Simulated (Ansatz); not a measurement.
Runs of Ansatz 0.2.0 on Ag. It takes space group Fm-3m (No. 225, cubic). The conventional cell has a = 4.085 Å, b = 4.085 Å, c = 4.085 Å, α = 90.00°, β = 90.00°, γ = 90.00°. Ag (site symmetry m-3m) has 12 Ag at 2.89 Å as nearest neighbours. 

```tsv
task	level	U	cell	k mesh	cutoff (eV)	smearing	points for each segment of the path	hubbard projectors	double counting	mesh quality	gap on the mesh (eV)	pressure (GPa)	V0 of scaled cells (Å³/atom)	relaxed volume (Å³/atom)	B0 (GPa)
relaxation of cell and atoms	LDA	-	relaxed	11 × 11 × 11	420	fermi-dirac 0.05 eV	-	-	-	not flagged	-	0.0	-	(b)	-
band structure	HISS	-	as given	6 × 6 × 6	420	fermi-dirac 0.05 eV	4	-	-	coarse	none	-	-	-	-
density of states	r2SCAN+rVV10+U	Ag d U = 4.5 eV	cell strained at random at fixed volume	11 × 11 × 11	500	gaussian 0.01 eV	-	ortho-atomic (the default)	fll (the default)	not flagged	none	1.6	-	-	-
equation of state	PBE+D3(BJ)	-	as given	11 × 11 × 11	420	fermi-dirac 0.05 eV	-	-	-	not flagged	-	-	16.84	-	112
equation of state	PBEsol	-	as given	11 × 11 × 11	420	fermi-dirac 0.05 eV	-	-	-	not flagged	-	-	16.61	-	120
single point	PBE	-	as given	11 × 11 × 11	420	gaussian 0.016 eV	-	-	-	not flagged	none	(a)	-	-	-
relaxation of cell and atoms	HSE03	-	relaxed	6 × 6 × 6	420	fermi-dirac 0.05 eV	-	-	-	coarse	none	-	-	18.06	-
relaxation of cell and atoms	r2SCAN+rVV10	-	relaxed	11 × 11 × 11	500	fermi-dirac 0.05 eV	-	-	-	not flagged	none	0.0	-	16.89	-
```

Alike in all rows: potentials or basis Ansatz PAW; no spin polarisation.

Question: Estimate the missing entries.

Answer: (a) 4.3; (b) 15.97.

Caveats: some runs use coarse meshes; the PAW data sets come from PBE, with cores solved anew for the run's functional, which leaves a small shift of forces and pressure (some runs); the plane-wave basis is chosen anew once the cell has moved, so the energies of steps on either side of that aren't comparable (some runs); pairwise dispersion overbinds metals, which lowers pressure and volume (some runs); U without spin polarisation on a metal has little footing (some runs); the U is typed as a test and isn't derived for this compound (some runs).

A k mesh can miss the band edges, and the runs leave out spin-orbit coupling on Ag.

A gap of «none» marks a metal or a gap under the smearing width.

Not every run made on this cell is shown here.
